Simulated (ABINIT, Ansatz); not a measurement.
This is a calculation of Te (Tellurium) for Ansatz 0.2.0. Atoms were shifted at random by some hundredths of an Å from the given cell, which wasn't relaxed again for these runs. 

The input input.yaml:

```yaml
crystal:
  lattice:
    - [4.454, 0.0, 0.0]
    - [-2.227, 3.8572771485, 0.0]
    - [0.0, 0.0, 5.924]
  atoms:
    - { symbol: Te, position: [0.726356, 0.726282, -0.00099] }
    - { symbol: Te, position: [0.006517, 0.278426, 0.673786] }
    - { symbol: Te, position: [0.273786, 0.010986, 0.333049] }
hamiltonian:
  xc: pbesol
  pseudopotentials: { kind: paw }
kpoints:
  mp_grid: { grid: [7, 7, 5] }
scf:
  occupations: { method: fermi_dirac, width: 0.05 }
output:
  forces: true
  stress: true
  eigenvalues: true
```

Potentials or basis: Ansatz PAW.

Launch:

```bash
$ ansatz run input.yaml --threads 1 --pin off --max-ram 3584MiB --backend cpu --events-out ev --progress --plain --runs-dir out
```

Question: Translate it to ABINIT 10.8.3 (patched build). Potentials or basis there: PseudoDojo NC SR PBEsol v0.4.1 standard, cutoff 1088 eV.

Answer: As run (cutoffs and basis follow the program's own potentials, and thresholds, step limits or extra output files can differ):

File run.abi:

```
# Pseudopotentials
pp_dirpath "./"
pseudos "Te.upf"

# Structure
acell 4.454 4.454 5.924 Angstrom
rprim
     1.0000000000     0.0000000000     0.0000000000
    -0.5000000000     0.8660254038     0.0000000000
     0.0000000000     0.0000000000     1.0000000000
ntypat 1
znucl 52
natom 3
typat 1 1 1
xred
     0.7263560000     0.7262820000    -0.0009900000
     0.0065170000     0.2784260000     0.6737860000
     0.2737860000     0.0109860000     0.3330490000
chkprim 0
chksymtnons 0
tolsym 1.0e-6

# Plane-wave basis
ecut 40.0

# k points
kptopt 1
ngkpt 7 7 5
nshiftk 1
shiftk 0.0 0.0 0.0

# Exchange and correlation
ixc -116133

# Bands and occupations
nband 29
occopt 3
tsmear 0.00183747

# SCF cycle
nstep 100
tolvrs 1.0e-10

# Output
iomode 3
prtwf 0
prtden 0
prteig 0
prtebands 0
enunit 2
```

Potentials or basis: PseudoDojo NC SR PBEsol v0.4.1 standard.

Run with:

```bash
$ mpirun --bind-to none -np 4 abinit run.abi > log 2>&1
```

Both were run:

|  | Ansatz | ABINIT |
| --- | --- | --- |
| Pressure | -1.3 GPa | -1.2 GPa |
| Largest force | 0.190 eV/Å | 0.206 eV/Å |

Ansatz's pressure holds a Pulay term of +0.03 GPa for its cutoff of 420 eV, which the other run lacks.

Ansatz's potentials were made for PBE.

Where Ansatz's input types no cutoff or centring, it takes its own default and a Γ-centred mesh.

Pressure is positive in compression.
